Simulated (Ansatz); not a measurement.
Here is an Ansatz 0.2.0 calculation.

The input input.yaml:

```yaml
crystal:
  lattice:
    - [-1.655654, 1.655654, 1.655654]
    - [1.655654, -1.655654, 1.655654]
    - [1.655654, 1.655654, -1.655654]
  atoms:
    - { symbol: Ag, position: [0.0, 0.0, 0.0] }
hamiltonian:
  xc: pbe
  pseudopotentials: { kind: paw }
kpoints:
  mp_grid: { grid: [11, 11, 11] }
scf:
  occupations: { method: fermi_dirac, width: 0.05 }
output:
  forces: true
  stress: true
  eigenvalues: true
  write_density: true
  write_potential: true
  elf: true
  volumetric_format: npy
relax:
  f_tol: 0.01
  max_steps: 40
  cell: { stress_tol: 0.05, p_target: 10.0 }
```

Potentials or basis: Ansatz PAW.

Run with:

```sh
$ ansatz run input.yaml --threads 2 --pin off --max-ram 5632MiB --backend cpu --events-out ev --progress --plain --runs-dir out
```

Question: Predict the relaxed volume.

Answer: 16.49 Å³/atom.

Question: What does it give for the relaxed cell?

Answer: a = 2.777 Å, b = 2.777 Å, c = 2.777 Å, α = 109.47°, β = 109.47°, γ = 109.47°.

Question: Estimate the space group after relaxing (to 0.05 Å).

Answer: Im-3m (No. 229).

Question: Predict the band gap on the k mesh.

Answer: None (metal or under the smearing width).

Final structure:
```xyz
1
Lattice="-1.6033 1.6033 1.6033 1.6033 -1.6033 1.6033 1.6033 1.6033 -1.6033" Properties=species:S:1:pos:R:3 pbc="T T T"
Ag    0.0000    0.0000    0.0000
```
